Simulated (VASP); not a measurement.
# FeO (Fm-3m) in VASP: a series of runs, part 2 of 2

VASP 6.6.1.

**3. Single point, r2SCAN+U, collinear spin, random start**

This run uses another cell than the first one: it holds 2 atoms, not 4.

Input file INCAR:

```
  PREC = Accurate
  ENCUT = 520
  EDIFF = 1E-6
  ISMEAR = 0
  SIGMA = 0.05
  LREAL = False
  LASPH = True
  NELM = 150
  ALGO = Normal
  ISIF = 2
  LWAVE = False
  LCHARG = True
  ISPIN = 2
  MAGMOM = 3.44 0
  LORBIT = 11
  LMAXMIX = 4
  LDAU = True
  LDAUTYPE = 2
  LDAUL = 2 -1
  LDAUU = 4 0
  LDAUJ = 0 0
  LDAUPRINT = 1
  METAGGA = R2SCAN
  LMIXTAU = True
  LELF = True
  LVHAR = True
  NBANDS = 18
```

Input file KPOINTS:

```
Automatic mesh
0
Gamma
  8 8 8
```

Input file POSCAR:

```
FeO
1.0
    0.0000000000      2.1554001600      2.1554001600
    2.1554001600      0.0000000000      2.1554001600
    2.1554001600      2.1554001600      0.0000000000
Fe O
1 1
Direct
    0.0000000000      0.0000000000      0.0000000000
    0.5000000000      0.5000000000      0.5000000000
```

Potentials or basis: VASP PAW PBE potentials, release 64 (Fe, O).

Command:

```sh
> cat potpaw_PBE.64/Fe/POTCAR potpaw_PBE.64/O/POTCAR > POTCAR
> mpirun -np 1 vasp_std > vasp.out
```

OUTCAR:

```text
PREC = Accurate
   ENCUT = 520
   EDIFF = 1E-6
   ISMEAR = 0
   LREAL = False
   LASPH = True
   NELM = 150
   ISIF = 2
   ISPIN = 2
   LORBIT = 11
   METAGGA = R2SCAN

 ion  position               nearest neighbor table
   1  0.000  0.000  0.000-   2 2.16   2 2.16   2 2.16   2 2.16   2 2.16   2 2.16
   2  0.500  0.500  0.500-   1 2.16   1 2.16   1 2.16   1 2.16   1 2.16   1 2.16

  LATTYP: Found a face centered cubic cell.
 ALAT       =     4.3108003200

  Lattice vectors:

 A1 = (   0.0000000000,   2.1554001600,   2.1554001600)
 A2 = (   2.1554001600,   0.0000000000,   2.1554001600)
 A3 = (   2.1554001600,   2.1554001600,   0.0000000000)

Analysis of symmetry for initial positions (statically):
=====================================================================
 Subroutine PRICEL returns:
 Original cell was already a primitive cell.

 Routine SETGRP: Setting up the symmetry group for a
 face centered cubic supercell.

 Subroutine GETGRP returns: Found 48 space group operations
 (whereof 48 operations were pure point group operations)
 out of a pool of 48 trial point group operations.

The static configuration has the point symmetry O_h .

Analysis of symmetry for dynamics (positions and initial velocities):
=====================================================================
 Subroutine PRICEL returns:
 Original cell was already a primitive cell.

 Routine SETGRP: Setting up the symmetry group for a
 face centered cubic supercell.

 Subroutine GETGRP returns: Found 48 space group operations
 (whereof 48 operations were pure point group operations)
 out of a pool of 48 trial point group operations.

The dynamic configuration has the point symmetry O_h .

Analysis of structural, dynamic, and magnetic symmetry:
=====================================================================
 Subroutine PRICEL returns:
 Original cell was already a primitive cell.

 Routine SETGRP: Setting up the symmetry group for a
 face centered cubic supercell.

 Subroutine GETGRP returns: Found 48 space group operations
 (whereof 48 operations were pure point group operations)
 out of a pool of 48 trial point group operations.

The overall configuration has the point symmetry O_h .

 Subroutine INISYM returns: Found 48 space group operations
 (whereof 48 operations are pure point group operations),
 and found     1 'primitive' translations

----------------------------------------------------------------------------------------

                                     Primitive cell

  volume of cell :      20.0269

  direct lattice vectors                    reciprocal lattice vectors
     0.000000000  2.155400160  2.155400160    -0.231975486  0.231975486  0.231975486
     2.155400160  0.000000000  2.155400160     0.231975486 -0.231975486  0.231975486
     2.155400160  2.155400160  0.000000000     0.231975486  0.231975486 -0.231975486

  length of vectors
[... 108 lines left out ...]
   angular momentum for each species LDAUL =     2   -1
   U (eV)           for each species LDAUU =   4.0  0.0
   J (eV)           for each species LDAUJ =   0.0  0.0
   METAGGA = R2SCAN    functional components
   LHFCALC =     F    Hartree Fock is set to
   AEXX    =    0.0000 exact exchange contribution
   IVDW    =     0    specifies the selected vdW correction
   LEPSILON=     F    determine dielectric tensor
   LRPA    =     F    only Hartree local field effects (RPA)
 spin polarized calculation
 Gauss-broadening in eV      SIGMA  =   0.05
  energy-cutoff  :      520.00
  volume of cell :       20.03
 maximum number of plane-waves:       553
   NGX = 11   NGY = 11   NGZ = 11

atom =   1  type =  1  l = 2

 onsite density matrix

spin component  1

  0.9704  0.0000  0.0000 -0.0000  0.0000
  0.0000  0.9704 -0.0000 -0.0000 -0.0000
  0.0000 -0.0000  1.0174  0.0000 -0.0000
 -0.0000 -0.0000  0.0000  0.9704 -0.0000
  0.0000 -0.0000 -0.0000 -0.0000  1.0174

spin component  2

  0.3119  0.0000  0.0000 -0.0000  0.0000
  0.0000  0.3119 -0.0000  0.0000 -0.0000
  0.0000 -0.0000  0.0974 -0.0000  0.0000
 -0.0000  0.0000 -0.0000  0.3119  0.0000
  0.0000 -0.0000  0.0000  0.0000  0.0974

 occupancies and eigenvectors

  o =  0.0974  v =  0.0000  0.0000  0.0000  0.0000  0.0000  0.0000 -0.0000  0.0100 -0.0000 -0.9999      0.0000  0.0000  0.0000  0.0000  0.0000  0.0000  0.0000  0.0000  0.0000  0.0000
  o =  0.0974  v =  0.0000  0.0000  0.0000  0.0000  0.0000  0.0000  0.0000 -0.9999 -0.0000 -0.0100      0.0000  0.0000  0.0000  0.0000  0.0000  0.0000  0.0000  0.0000  0.0000  0.0000
  o =  0.3119  v =  0.0000  0.0000  0.0000  0.0000  0.0000  0.0000  0.5838  0.0000  0.8119 -0.0000      0.0000  0.0000  0.0000  0.0000  0.0000  0.0000  0.0000  0.0000  0.0000  0.0000
  o =  0.3119  v =  0.0000  0.0000  0.0000  0.0000  0.0000  1.0000  0.0000  0.0000  0.0000  0.0000      0.0000  0.0000  0.0000  0.0000  0.0000  0.0000  0.0000  0.0000  0.0000  0.0000
  o =  0.3119  v =  0.0000  0.0000  0.0000  0.0000  0.0000  0.0000  0.8119  0.0000 -0.5838 -0.0000      0.0000  0.0000  0.0000  0.0000  0.0000  0.0000  0.0000  0.0000  0.0000  0.0000
  o =  0.9704  v =  0.0000  0.7514  0.0000  0.6598 -0.0000  0.0000  0.0000  0.0000  0.0000  0.0000      0.0000  0.0000  0.0000  0.0000  0.0000  0.0000  0.0000  0.0000  0.0000  0.0000
  o =  0.9704  v =  1.0000  0.0000  0.0000  0.0000  0.0000  0.0000  0.0000  0.0000  0.0000  0.0000      0.0000  0.0000  0.0000  0.0000  0.0000  0.0000  0.0000  0.0000  0.0000  0.0000
  o =  0.9704  v =  0.0000 -0.6598 -0.0000  0.7514 -0.0000  0.0000  0.0000  0.0000  0.0000  0.0000      0.0000  0.0000  0.0000  0.0000  0.0000  0.0000  0.0000  0.0000  0.0000  0.0000
  o =  1.0174  v =  0.0000 -0.0000 -0.0918 -0.0000 -0.9958  0.0000  0.0000  0.0000  0.0000  0.0000      0.0000  0.0000  0.0000  0.0000  0.0000  0.0000  0.0000  0.0000  0.0000  0.0000
  o =  1.0174  v =  0.0000 -0.0000  0.9958  0.0000 -0.0918  0.0000  0.0000  0.0000  0.0000  0.0000      0.0000  0.0000  0.0000  0.0000  0.0000  0.0000  0.0000  0.0000  0.0000  0.0000

 number of electron      13.9999999 magnetization       4.0038647

 Free energy of the ion-electron system (eV)
  ---------------------------------------------------
  ext. energy  EPLUGINS =         0.00000000
  ---------------------------------------------------
  free energy    TOTEN  =       -20.92341907 eV

  energy without entropy =      -20.92216397  energy(sigma->0) =      -20.92279152

 E-fermi :   7.1119     XC(G=0): -12.7700

 val. band max:        7.0861799550   @ k =  -0.3750   0.2500   0.0000
 cond. band min:       7.1602434244   @ k =   0.2500   0.1250   0.0000
 fundamental gap:      0.0740634694
 Fermi energy:         7.1119006236

 spin component 1

 k-point     1 :       0.0000    0.0000    0.0000
  band No.  band energies     occupation
      1     -15.5589      1.00000
      2      -0.5249      1.00000
      3      -0.5249      1.00000
      4      -0.3473      1.00000
      5      -0.3473      1.00000
      6      -0.3473      1.00000
[... 1001 lines left out ...]
     17      34.2560      0.00000
     18      36.5173      0.00000

 [... further k-points ...]
[... 5 lines left out ...]
  --------------------------------------------------------------------------------------
  -------------------------------------------------------------------------------------
  Total       -0.7405642     -0.7405642     -0.7405642     -0.0000000     -0.0000000      0.0000000
  in kB      -59.2460722    -59.2460722    -59.2460722     -0.0000000     -0.0000000      0.0000000
  external PRESSURE =     -59.2460722 kB  Pullay stress =       0.0000000 kB

 VOLUME and BASIS-vectors are now :
 -----------------------------------------------------------------------------
  energy-cutoff  :      520.00
  volume of cell :       20.03
      direct lattice vectors                 reciprocal lattice vectors
     0.000000000  2.155400160  2.155400160    -0.231975486  0.231975486  0.231975486
     2.155400160  0.000000000  2.155400160     0.231975486 -0.231975486  0.231975486
     2.155400160  2.155400160  0.000000000     0.231975486  0.231975486 -0.231975486

 POSITION                                       TOTAL-FORCE (eV/Angst)
 -----------------------------------------------------------------------------------
      0.00000      0.00000      0.00000         0.000000      0.000000      0.000000
      2.15540      2.15540      2.15540        -0.000000     -0.000000     -0.000000
 -----------------------------------------------------------------------------------
    total drift:                                0.000000     -0.000000      0.000000

  FREE ENERGIE OF THE ION-ELECTRON SYSTEM (eV)
  ---------------------------------------------------
  free  energy   TOTEN  =       -20.9234190665 eV

  energy  without entropy=      -20.9221639651  energy(sigma->0) =      -20.92279152

 total charge

# of ion       s       p       d       tot
------------------------------------------
    1        0.284   0.367   6.054   6.706
    2        1.555   3.498   0.000   5.053
--------------------------------------------------
tot          1.839   3.865   6.054  11.758

 magnetization (x)

# of ion       s       p       d       tot
------------------------------------------
    1        0.029   0.018   3.812   3.859
    2        0.022   0.165   0.000   0.187
--------------------------------------------------
tot          0.052   0.183   3.812   4.047
```

OSZICAR:

```text
N       E                     dE             d eps       ncg     rms          rms(c)
DAV:   1     0.628356809809E+02    0.62836E+02   -0.69609E+03  2224   0.928E+02
DAV:   2    -0.212462948170E+02   -0.84082E+02   -0.71518E+02  2130   0.211E+02
DAV:   3    -0.261767589883E+02   -0.49305E+01   -0.48656E+01  2412   0.547E+01
DAV:   4    -0.262139255211E+02   -0.37167E-01   -0.37152E-01  2516   0.453E+00
DAV:   5    -0.262141493566E+02   -0.22384E-03   -0.22382E-03  2506   0.367E-01    0.180E+01
DAV:   6    -0.206038225586E+02    0.56103E+01   -0.16122E+01  2562   0.703E+01    0.278E+01
DAV:   7    -0.208266282835E+02   -0.22281E+00   -0.15659E+00  2480   0.253E+01    0.134E+01
DAV:   8    -0.209204522186E+02   -0.93824E-01   -0.19831E-01  2702   0.605E+00    0.675E+00
DAV:   9    -0.209246291458E+02   -0.41769E-02   -0.53410E-02  2714   0.391E+00    0.116E+00
DAV:  10    -0.209239090212E+02    0.72012E-03   -0.21917E-02  2740   0.216E+00    0.235E-01
DAV:  11    -0.209233701249E+02    0.53890E-03   -0.14276E-03  2562   0.324E-01    0.963E-02
DAV:  12    -0.209233349846E+02    0.35140E-04   -0.18514E-04  2372   0.133E-01    0.468E-02
DAV:  13    -0.209234146492E+02   -0.79665E-04   -0.49240E-05  2420   0.875E-02    0.201E-02
DAV:  14    -0.209234112983E+02    0.33509E-05   -0.11834E-05  2236   0.489E-02    0.901E-03
DAV:  15    -0.209234193065E+02   -0.80081E-05   -0.19113E-06  2270   0.130E-02    0.287E-03
DAV:  16    -0.209234190665E+02    0.23997E-06   -0.14877E-07  1176   0.540E-03
   1 F= -.20923419E+02 E0= -.20922792E+02  d E =-.125510E-02  mag=     4.0040
```

stdout:

```text
POSCAR found type information on POSCAR FeO
 POSCAR found :  2 types and       2 ions
 scaLAPACK will be used
 -----------------------------------------------------------------------------
|                                                                             |
|                                                                             |
|     You enforced a specific xc type in the INCAR file but a different       |
|     I HOPE YOU KNOW WHAT YOU ARE DOING!                                     |
|                                                                             |
 -----------------------------------------------------------------------------

 LDA part: xc-table for (None), standard interpolation
 POSCAR, INCAR and KPOINTS ok, starting setup
 FFT: planning ... GRIDC
 FFT: planning ... GRID_SOFT
 FFT: planning ... GRID
 WAVECAR not read
 entering main loop
```

It took 31 s on 1 thread of Intel Xeon 6975P-C (Granite Rapids), shared host; peak memory 0.16 GiB.

What came out:

| Quantity | Value |
| --- | --- |
| Free energy | -20.9234 eV |
| Pressure | -5.9 GPa |
| Band gap on the k mesh | none (metal or under the smearing width) |
| Net moment | 4.00 μB per cell |
| Site moments | Fe +3.86; O +0.19 μB |
| Valence electrons inside the program's atomic spheres | Fe 6.71; O 5.05 |

Eigenvalues of the final occupation matrices:
| site | spin | trace | eigenvalues |
| --- | --- | --- | --- |
| site 1 d | 1 | 4.95 | 0.97 0.97 0.97 1.02 1.02 |
| site 1 d | 2 | 1.13 | 0.10 0.10 0.31 0.31 0.31 |

Caveat: the PAW data sets were made with another functional, which shifts forces and pressure a little; a cell with one magnetic atom can't hold antiferromagnetic order, which such compounds often take. The state reached can hang on the start; a lower one may exist.

**4. Single point, r2SCAN+U, collinear spin, ferromagnetic start**

This run uses another cell than the first one: it holds 2 atoms, not 4.

Input file INCAR:

```
SYSTEM = FeO
  PREC = Accurate
  ENCUT = 520
  EDIFF = 1E-6
  ISMEAR = 0
  SIGMA = 0.05
  LREAL = .False.
  LASPH = .True.
  NELM = 120
  ALGO = Normal
  ISIF = 2
  LWAVE = .False.
  LCHARG = .True.
  ISPIN = 2
  MAGMOM = 3 0
  LORBIT = 11
  NUPDOWN = 1
  LMAXMIX = 4
  LDAU = .True.
  LDAUTYPE = 2
  LDAUL = 2 -1
  LDAUU = 4 0
  LDAUJ = 0 0
  LDAUPRINT = 1
  METAGGA = R2SCAN
  LMIXTAU = .True.
  LELF = .True.
  LVHAR = .True.
  NBANDS = 18
```

Input file KPOINTS:

```
regular mesh
0
Gamma
  8 8 8
  0 0 0
```

POSCAR is that of step 3.

Command:

```sh
> cat potpaw_PBE.64/Fe/POTCAR potpaw_PBE.64/O/POTCAR > POTCAR
> mpirun -np 1 vasp_std > vasp.out
```

Wall time 31 s (1 thread of Intel Xeon 6975P-C (Granite Rapids), shared host); peak memory 0.16 GiB.

Results (log left out):

| Quantity | Value |
| --- | --- |
| Free energy | -18.3873 eV |
| Pressure | -24.3 GPa |
| Net moment | 1.00 μB per cell |
| Site moments | Fe +1.12; O -0.11 μB |
| Valence electrons inside the program's atomic spheres | Fe 6.85; O 5.00 |

Eigenvalues of the final occupation matrices:
```
    site  spin  trace               eigenvalues
site 1 d     1   3.70  0.40 0.40 0.96 0.96 0.96
site 1 d     2   2.60  0.09 0.09 0.80 0.80 0.80
```

Caveat: the moment is held away from its start; the PAW data sets were made with another functional, which shifts forces and pressure a little; the total moment is fixed, so each spin has its own Fermi level; a cell with one magnetic atom can't hold antiferromagnetic order, which such compounds often take. The state reached can hang on the start; a lower one may exist.

**5. Single point, PBE+U, collinear spin, ferromagnetic start**

This run uses another cell than the first one: it holds 2 atoms, not 4.

Input file INCAR:

```
SYSTEM = FeO
PREC = Accurate
ENCUT = 520
EDIFF = 1E-7
ISMEAR = 0
SIGMA = 0.05
LREAL = .False.
LASPH = .True.
NELM = 150
ALGO = Normal
ISIF = 2
LWAVE = .False.
LCHARG = .False.
ISPIN = 2
MAGMOM = 3 0
LORBIT = 11
LMAXMIX = 4
LDAU = .True.
LDAUTYPE = 2
LDAUL = 2 -1
LDAUU = 8 0
LDAUJ = 0 0
LDAUPRINT = 1
GGA = PE
NBANDS = 18
```

KPOINTS is that of step 4.

POSCAR is that of step 4.

Command:

```sh
> cat potpaw_PBE.64/Fe/POTCAR potpaw_PBE.64/O/POTCAR > POTCAR
> mpirun -np 1 vasp_std > vasp.out
```

Run time: 16 s. Hardware: 1 thread of AMD EPYC 9R45 (Zen 5), shared host; peak memory 0.13 GiB.

It converged, with:

```
Free energy                                           : -11.3178 eV
Pressure                                              : -3.0 GPa
Band gap on the k mesh                                : none (metal or under the smearing width)
Net moment                                            : 4.00 μB per cell
Site moments                                          : Fe +4.01; O +0.12 μB
Valence electrons inside the program's atomic spheres : Fe 6.78; O 5.02
```

Levels at points of the mesh, in eV from the Fermi level:
Spin up:
```
           k point  band 7  band 8  band 9  band 10  band 11  band 12
(0.00, 0.00, 0.00)   -4.42   -4.42   -4.42    -0.81    12.79    12.79
(0.50, 0.00, 0.00)   -6.55   -3.14   -3.14     3.17     7.40    11.47
(0.50, 0.50, 0.00)   -8.12   -5.64   -5.64     4.10     7.19     8.00
```
Spin down:
```tsv
k point	band 3	band 4	band 5	band 6	band 7	band 8
(0.00, 0.00, 0.00)	-4.19	-4.19	-0.71	-0.71	-0.71	-0.18
(0.50, 0.00, 0.00)	-5.42	-5.42	0.47	0.47	0.52	3.47
(0.50, 0.50, 0.00)	-5.38	-5.38	-2.20	0.80	0.81	2.64
```

Eigenvalues of the final occupation matrices:
| site | spin | trace | eigenvalues |
| --- | --- | --- | --- |
| site 1 d | 1 | 5.06 | 0.99 0.99 0.99 1.05 1.05 |
| site 1 d | 2 | 1.08 | 0.08 0.08 0.31 0.31 0.31 |

Caveat: a cell with one magnetic atom can't hold antiferromagnetic order, which such compounds often take.

**6. Summary**

```csv
level,spin,U,fixed moment (μB),gap on the mesh (eV),pressure (GPa),moment (μB)
r2SCAN+U,"collinear, random start",Fe d U = 4 eV,-,none,-5.9,4.00
r2SCAN+U,"collinear, ferromagnetic start",Fe d U = 4 eV,1,-,-24.3,1.00
PBE+U,"collinear, ferromagnetic start",Fe d U = 8 eV,-,none,-3.0,4.00
```

Alike in all rows: task single point; potentials or basis VASP PAW PBE potentials, release 64 (Fe, O); cell as given; k mesh 8 × 8 × 8; cutoff (eV) 520; smearing gaussian 0.05 eV.

The pressure there spans -24.3 GPa (r2SCAN+U) to -3.0 GPa (PBE+U); a positive pressure means that this level wants a larger cell, a negative one a smaller.

Caveats: a cell with one magnetic atom can't hold antiferromagnetic order, which such compounds often take; the PAW data sets were made with another functional, which shifts forces and pressure a little (some runs); the moment is held away from its start (some runs); the total moment is fixed, so each spin has its own Fermi level (some runs).

Total energies depend on the potentials used, so only differences within one code and one set of settings carry meaning.

**7. Comparison with measurements**

Step 3. Measured gap of FeO: 2.4 eV (optical; quoted in “W\"ustite: Electric, thermodynamic and optical properties of FeO”, 2012, arxiv:1203.1201). This calculation gives 0.00 eV (-2.40 eV). So large a miss can be the level of theory's own, or it may mean another phase, state or a wrong row. The value is that of r2SCAN+U on a finite k mesh, which can miss the band edges, without temperature or zero-point motion. The run's magnetic order (collinear spin, random start) needn't be the measured crystal's.

Step 5. A measured gap of FeO is 2.4 eV (optical; quoted in “W\"ustite: Electric, thermodynamic and optical properties of FeO”, 2012, arxiv:1203.1201); the calculated 0.00 eV misses it by -2.40 eV. So large a miss can be the level of theory's own, or it may mean another phase, state or a wrong row. The value is that of PBE+U on a finite k mesh, which can miss the band edges, without temperature or zero-point motion. The run's magnetic order (collinear spin, ferromagnetic start) needn't be the measured crystal's.
